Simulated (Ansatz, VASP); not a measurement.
## Two plane-wave programs on Zr3S2

```xyz
5
Lattice="2.7505 1.5880 3.3934 -2.7505 1.5880 3.3934 0.0000 -3.1759 3.3934" Properties=species:S:1:pos:R:3 pbc="T T T"
Zr   -1.8587    0.0000    5.0900
Zr    0.9294   -1.6097    5.0900
Zr    0.9294    1.6097    5.0900
S     0.0000    0.0000    3.4081
S     0.0000    0.0000    6.7720
```

Change from the starting cell: strain -0.050 along x and y, -0.025 along z, atoms carried along.

Alike in both runs: task single point; functional PBE; k mesh 12 × 12 × 12; occupations gaussian, width 0.15 eV; no spin polarisation.

```csv
,VASP,Ansatz
version,VASP 6.6.1,Ansatz 0.2.0
potentials or method,"VASP PAW PBE potentials, release 64 (Zr_sv, S)","scalar-relativistic, plane waves, PAW"
plane-wave cutoff (eV),520,420
valence electrons in the cell,48,48
```

|  | VASP | Ansatz | Ansatz less VASP |
| --- | --- | --- | --- |
| gap on the k mesh at the Fermi level (eV) | none | none | - |
| pressure (GPa) | 19.8 | 19.8 | -0.02 |
| largest component of the traceless stress (GPa) | 1.10 | 1.15 | +0.046 |
| rms of the force components (eV/Å) | 0.206 | 0.205 | -0.0011 |

Atom by atom the forces differ by 0.001 eV/Å (rms over components). A gap of «none» marks a metal or a gap that the smearing closes.

Caveats: so large a pressure means that the cell lies far from this level's equilibrium, or that cutoff or potentials fall short (VASP).
